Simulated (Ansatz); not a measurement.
## BN (model cell, started as CsCl type): the cell at rest

Wanted: the relaxed cell of BN (model cell, started as CsCl type).

Method: DFT PBEsol, scalar-relativistic, plane waves, PAW; PAW set soft_1, in Ansatz 0.2.0.

The structure was built from a prototype and need not be the compound's stable phase.

### 1. The starting structure

It takes space group Pm-3m (No. 221, cubic). The conventional cell has a = 2.114 Å, b = 2.114 Å, c = 2.114 Å, α = 90.00°, β = 90.00°, γ = 90.00°. Nearest to B lie 8 N at 1.83 Å. Nearest to N lie 8 B at 1.83 Å. Farther neighbours and most contacts between anions are not listed.

Structure file:

```cif
data_structure
_symmetry_space_group_name_H-M 'P 1'
_symmetry_Int_Tables_number 1
_cell_length_a 2.1136
_cell_length_b 2.1136
_cell_length_c 2.1136
_cell_angle_alpha 90.000
_cell_angle_beta 90.000
_cell_angle_gamma 90.000
_cell_volume 9.44
loop_
_atom_site_label
_atom_site_type_symbol
_atom_site_fract_x
_atom_site_fract_y
_atom_site_fract_z
_atom_site_occupancy
B1 B 0.00000 0.00000 0.00000 1
N2 N 0.50000 0.50000 0.50000 1
```

### 2. A coarse first look

First a cheap look: the gap decides the mesh and the occupations, the pressure tells how far the cell has to move.

The input, input.yaml:

```yaml
crystal:
  lattice:
    - [2.11356, 0.0, 0.0]
    - [0.0, 2.11356, 0.0]
    - [0.0, 0.0, 2.11356]
  atoms:
    - { symbol: B, position: [0.0, 0.0, 0.0] }
    - { symbol: "N", position: [0.5, 0.5, 0.5] }
kpoints:
  mp_grid: { grid: [8, 8, 8] }
hamiltonian:
  xc: pbesol
  pseudopotentials: { kind: paw, azcp: { folder: soft_1 }, xc_functional: pbe }
scf:
  occupations: { method: gaussian, width: 0.1 }
output:
  forces: true
  stress: true
  eigenvalues: true
```

The run is started by

```console
> ansatz run input.yaml --threads 4 --pin off --max-ram 10240MiB --backend cpu --events-out ev --progress --plain --runs-dir out
```

Numbers of over 12 decimals in the logs are rounded to 6 here.

Log:

```text
Engine: ansatz 0.2.0, x86_64-unknown-linux-gnu
Pseudopotentials: kind: paw
Pseudopotential: B, paw, valence charge 3, recommended cutoff 420 eV (normal), soft_1/B.paw.azcp
Pseudopotential: N, paw, valence charge 5, recommended cutoff 420 eV (normal), soft_1/N.paw.azcp
Functional definition: PBEsol
  exchange = pbesol_x
  correlation = pbesol_c
Crystal: 2 atoms, lattice volume = 9.442 Å³
[...]
--- Band table (eV; the first three rows and the last of 35) ---
  k-point 0: bands = ["-7.3152", "15.0653", "15.0653", "15.0653", "23.5782", "30.1988", "30.1988", "32.2502"]
  k-point 1: bands = ["-6.9095", "12.6207", "15.4307", "15.4307", "24.0642", "30.5196", "30.7194", "31.5382"]
  k-point 2: bands = ["-5.7168", "8.2474", "16.4588", "16.4588", "24.4886", "29.6298", "29.6298", "29.8251"]
  k-point 34: bands = ["7.5985", "11.1415", "11.1415", "11.1415", "15.2926", "15.2926", "15.2926", "24.0701"]
[key lines of the parts left out:]
SCF converged after 6 iterations
Free energy (F): -525.734303 eV
Fermi energy:    18.075701 eV
P = ⅓ Tr σ = 112.4198 GPa (1124.198 kbar)
```

The job ended after 0.19 s (4 threads of Intel Xeon Platinum 8375C at 2.90GHz (Ice Lake), shared host; peak memory 0.28 GiB).

Numbers from this step:

```yaml
pressure: 112.4 GPa
volume_per_atom: 4.721 Å³
gap_on_the_k_mesh: 0 eV
```

The coarse mesh shows no gap and a pressure of 112.4 GPa.

### 3. Rough relaxation

A rough relaxation comes first, because large forces or stress need no tight tolerances yet.

Changes to input.yaml since step 2:

```diff
@@ -9,3 +9,3 @@
 kpoints:
-  mp_grid: { grid: [8, 8, 8] }
+  mp_grid: { grid: [10, 10, 10] }
 hamiltonian:
@@ -19 +19,6 @@
   eigenvalues: true
+relax:
+  adjacent_minimum: "off"
+  f_tol: 0.05
+  max_steps: 80
+  cell: { stress_tol: 0.5 }
```

Log:

```text
[...]
Crystal: 2 atoms, lattice volume = 9.442 Å³
Basis set: ecut = 420 eV, 179 PW (Γ), exchange–correlation on 30×30×30 points (8 copies of the dense FFT grid, shifted against one another)
Bands: 8, of which v1, the nominal top of the filled ones, is band 4 counted from 1 (3 counted from 0)
Symmetry: 48 space group operations
[...]
k-points: 56 of 1000
[...]
--- Relaxed structure (5 steps of the walk, 5 accepted, 2 SCFs on fresh bases) ---
  F+E_penalty+E_count = -526.49573190 eV   max|allowed force component| = 4.026e-31 eV/Å   (the final SCF, on the basis selected at the relaxed cell)
  cell:  # Å, volume = 12.1668 Å³
    - [2.299987, 0, 0]
    - [0, 2.299987, 0]
    - [0, 0, 2.299987]
  atoms:
    - { symbol: B, position: [0, 0, 0] }
    - { symbol: N, position: [0.5, 0.5, 0.5] }
[key lines of the parts left out:]
SCF converged after 7 iterations
Free energy (F): -526.495732 eV
Fermi energy:    12.923624 eV
P = ⅓ Tr σ = 0.2616 GPa (2.616 kbar)
```

Run time: 1.2 s. Hardware: 4 threads; peak memory 0.31 GiB; 3.5 s of CPU time.

The steps of the relaxation:

```csv
step,energy less that of the first step (eV),largest force component (eV/Å),pressure (GPa),volume (Å³)
1,0.0000,0.0000,111.37,9.44
2,-0.5119,0.0000,54.44,10.46
3,-0.7369,0.0000,9.96,11.66
4,-0.7470,0.0000,-0.38,12.05
5*,-0.7788,0.0000,2.88,12.05
6,-0.7796,0.0000,0.25,12.17
7*,-0.7799,0.0000,0.26,12.17
```

Relaxation steps marked * repeat the geometry before them on a plane-wave basis chosen anew for their cell, so energy and pressure can jump there.

The run keeps the 48 symmetry operations that it works with, so distortions that break them were not tested.

```csv
"conventional cell, symmetrised",before,after,change
a (Å),2.114,2.300,+8.8 %
b (Å),2.114,2.300,+8.8 %
c (Å),2.114,2.300,+8.8 %
volume (Å³/atom),4.72,6.08,+28.9 %
```

Final coordinates:

```xyz
2
Lattice="2.3000 0.0000 0.0000 0.0000 2.3000 0.0000 0.0000 0.0000 2.3000" Properties=species:S:1:pos:R:3 pbc="T T T"
B     0.0000    0.0000    0.0000
N     1.1500    1.1500    1.1500
```

This step gave:

```
pressure        : 0.2616 GPa
volume per atom : 6.083 Å³
```

In this step the volume went from 4.72 to 6.08 Å³/atom.

### 4. Bringing the structure to rest

Harmonic phonons are second derivatives at a point where the forces vanish, and they are wanted at zero stress, so atoms and cell are relaxed first.

input.yaml, the sections that differ from step 3:

```yaml
crystal:
  lattice:
    - [2.2999867854, 0.0, 0.0]
    - [0.0, 2.2999867854, 0.0]
    - [0.0, 0.0, 2.2999867854]
  atoms:
    - { symbol: B, position: [0.0, 0.0, 0.0] }
    - { symbol: "N", position: [0.5, 0.5, 0.5] }
kpoints:
  mp_grid: { grid: [18, 18, 18] }
relax:
  adjacent_minimum: "off"
  f_tol: 0.005
  max_steps: 80
  cell: { stress_tol: 0.05 }
# hamiltonian, scf, output: as in step 3
```

Log:

```text
[...]
Crystal: 2 atoms, lattice volume = 12.167 Å³
Basis set: ecut = 420 eV, 251 PW (Γ), exchange–correlation on 32×32×32 points (8 copies of the dense FFT grid, shifted against one another)
Bands: 8, of which v1, the nominal top of the filled ones, is band 4 counted from 1 (3 counted from 0)
[... 1 set-up line as in the run before ...]
[...]
k-points: 220 of 5832
[...]
SCF iter   1: F=—  HF=-526.613024 eV  |F-HF|=—  |Δ(HF+E_count)|=         —  Δρ=6.46e-2  dr2=5.46e-1  ethr=3.10e-3  ⟨swp⟩=4.2  Hψ=10897  notcnv=0
[...]
SCF iter   6: F=-526.504314 eV  HF=-526.504314 eV  |F-HF|=1.53e-9  |Δ(HF+E_count)|=   7.69e-9  Δρ=4.31e-6  dr2=1.86e-9  ethr=3.12e-10  ⟨swp⟩=2.0  Hψ=5429  notcnv=0
SCF 1 converged in 6 iterations: F = -526.504314 eV  dr2 = 1.86e-9
[...]
relax step   1: F+E_penalty+E_count = -526.50431440 eV  Δ(F+E_penalty+E_count) = +0.000e0 eV  max|allowed force component| = 8.957e-31 eV/Å  Δτ_max = 0.0000 Å  P = +0.088 GPa  Ω = 12.167 Å³  (6 SCF iters, dr2 threshold 1.00e-7 eV, accepted)
Crystal: 2 atoms, lattice volume = 12.169 Å³
[...]
SCF iter   6: F=-526.504310 eV  HF=-526.504310 eV  |F-HF|=0.00e0  |Δ(HF+E_count)|=    0.00e0  Δρ=1.35e-9  dr2=4.85e-17  ethr=1.00e-12  ⟨swp⟩=1.0  Hψ=4400  notcnv=0
SCF 2 converged in 6 iterations: F = -526.504310 eV  dr2 = 4.85e-17
relax step   2: F+E_penalty+E_count = -526.50430989 eV  Δ(F+E_penalty+E_count) = +4.516e-6 eV  max|allowed force component| = 6.697e-31 eV/Å  Δτ_max = 0.0000 Å  P = +0.041 GPa  Ω = 12.169 Å³  energy of the carried Pulay correction = -5.349e-6 eV  (6 SCF iters, dr2 threshold 1.92e-8 eV, accepted)
[...]
SCF iter   1: F=—  HF=-526.504329 eV  |F-HF|=—  |Δ(HF+E_count)|=         —  Δρ=2.50e-6  dr2=1.09e-10  ethr=4.88e-8  ⟨swp⟩=2.1  Hψ=14828  notcnv=0
eigensolver tolerance schedule: the retry pair's looser diagonalisation over-reported the residual by 35732.64 of it (diagonalisation noise at 1.28 of the residual, at the tolerance the schedule requests for it); recorded, not acted on — ethr = c·dr2/N_el stays at c = 1.0e-1
SCF iter   2: F=—  HF=-526.504321 eV  |F-HF|=—  |Δ(HF+E_count)|=   8.39e-6  Δρ=7.07e-7  dr2=1.35e-11  ethr=1.37e-12  ⟨swp⟩=3.5  Hψ=3538  notcnv=0
[...]
SCF iter   7: F=-526.504321 eV  HF=-526.504321 eV  |F-HF|=0.00e0  |Δ(HF+E_count)|=  1.14e-13  Δρ=2.98e-10  dr2=2.50e-18  ethr=1.00e-12  ⟨swp⟩=1.0  Hψ=4400  notcnv=0
SCF 3 converged in 7 iterations: F = -526.504321 eV  dr2 = 2.50e-18
relax step   3: F+E_penalty+E_count = -526.50432089 eV  Δ(F+E_penalty+E_count) = -1.100e-5 eV  max|allowed force component| = 2.753e-31 eV/Å  Δτ_max = 0.0000 Å  P = +0.042 GPa  Ω = 12.169 Å³  stress off target by 4.16e-2 GPa  SCF on the basis re-selected at this cell (its energy is not comparable with the rows above)  (7 SCF iters)
[...]
SCF converged after 7 iterations
Free energy (F): -526.504321 eV
[...]
Internal energy: -526.502225 eV  (E = F + TS)
E sigma→0 (E₀):  -526.503273 eV
Entropy (-TS):   -0.002096 eV (-1.048 meV/atom)
Fermi energy:    12.996882 eV
[...]
--- Stress (GPa, compression-positive) ---
        0.041616       0.000000      -0.000000
        0.000000       0.041616      -0.000000
       -0.000000      -0.000000       0.041616
  P = ⅓ Tr σ = 0.0416 GPa (0.416 kbar)
--- Band table (eV; the first three rows and the last of 220) ---
[...]
--- Relaxed structure (2 steps of the walk, 2 accepted, 1 SCFs on fresh bases) ---
[...]
cell:  # Å, volume = 12.1689 Å³
    - [2.300118, 0, 0.0]
    - [0, 2.300118, 0]
    - [0.0, 0, 2.300118]
  atoms:
    - { symbol: B, position: [0, 0, 0] }
    - { symbol: N, position: [0.5, 0.5, 0.5] }
```

Wall time 1.3 s (4 threads); peak memory 0.35 GiB.

Little changed from the start: no atom moved by 0.005 Å and no cell edge by 0.1 %.

Numbers from this step:

```
pressure        : 0.04162 GPa
volume per atom : 6.084 Å³
```

In this step the volume went from 6.08 to 6.08 Å³/atom.

### 5. Relaxing to small forces for the phonons

Phonons need a cell at rest on their own settings, so the relaxation is repeated with tight tolerances on forces and stress, using the mesh and the filling of the phonon run that follows.

input.yaml, the sections that differ from step 4:

```yaml
crystal:
  lattice:
    - [2.3001180839, 0.0, 0.0]
    - [0.0, 2.3001180839, 0.0]
    - [0.0, 0.0, 2.3001180839]
  atoms:
    - { symbol: B, position: [0.0, 0.0, 0.0] }
    - { symbol: "N", position: [0.5, 0.5, 0.5] }
kpoints:
  mp_grid: { grid: [20, 20, 20] }
scf:
  occupations: { method: methfessel_paxton, width: 0.2 }
relax:
  adjacent_minimum: "off"
  f_tol: 0.001
  max_steps: 60
  cell: { stress_tol: 0.01 }
# hamiltonian, output: as in step 4
```

Log:

```text
[...]
Crystal: 2 atoms, lattice volume = 12.169 Å³
Basis set: ecut = 420 eV, 251 PW (Γ), exchange–correlation on 32×32×32 points (8 copies of the dense FFT grid, shifted against one another)
Bands: 8, of which v1, the nominal top of the filled ones, is band 4 counted from 1 (3 counted from 0)
[... 1 set-up line as in the run before ...]
[...]
k-points: 286 of 8000
[...]
0.000000      -0.000000       0.000933
  P = ⅓ Tr σ = 0.0009 GPa (0.009 kbar)
--- Band table (eV; the first three rows and the last of 286) ---
[...]
--- Relaxed structure (3 steps of the walk, 3 accepted, 1 SCFs on fresh bases) ---
[...]
cell:  # Å, volume = 12.1707 Å³
    - [2.300236, 0, 0.0]
    - [0, 2.300236, 0]
    - [0.0, 0, 2.300236]
  atoms:
    - { symbol: B, position: [0, 0, 0] }
    - { symbol: N, position: [0.5, 0.5, 0.5] }
[key lines of the parts left out:]
SCF converged after 4 iterations
Free energy (F): -526.498019 eV
Fermi energy:    12.956742 eV
```

Wall time 1.9 s (4 threads); peak memory 0.37 GiB.

Little changed from the start: no atom moved by 0.005 Å and no cell edge by 0.1 %.

This step gave:

| Quantity | Value |
| --- | --- |
| pressure | 9.33e-4 GPa |
| volume per atom | 6.085 Å³ |

The forces vanish by symmetry and the pressure is 0.001 GPa, within the tolerances set. The cell now holds 6.09 Å³/atom.

### 6. Results

```yaml
space_group_after_relaxation_within_0p01_a: Pm-3m
lattice_constant_a: 2.300 Å
lattice_constant_b: 2.300 Å
lattice_constant_c: 2.300 Å
volume_per_atom: 6.09 Å³
```

The forces vanish by symmetry and the pressure is 0.001 GPa, within the tolerances set. The cell now holds 6.09 Å³/atom. The relaxation keeps the symmetry of its start, so it says nothing on stability against lower symmetry. The PAW files were made for PBE and serve the other functionals too. The starting cell was built on a prototype and not taken from a measurement, so the phase need not exist.

[Logs are printed without paths, hosts, clocks, repeated set-up lines and the standing remarks that a program may print on its own settings, such as how far it seeks lower states.]

[Hosts, paths, dates, database ids (printed as entryN), source tags and the programs' standing remarks are cut or masked in the printed files.]
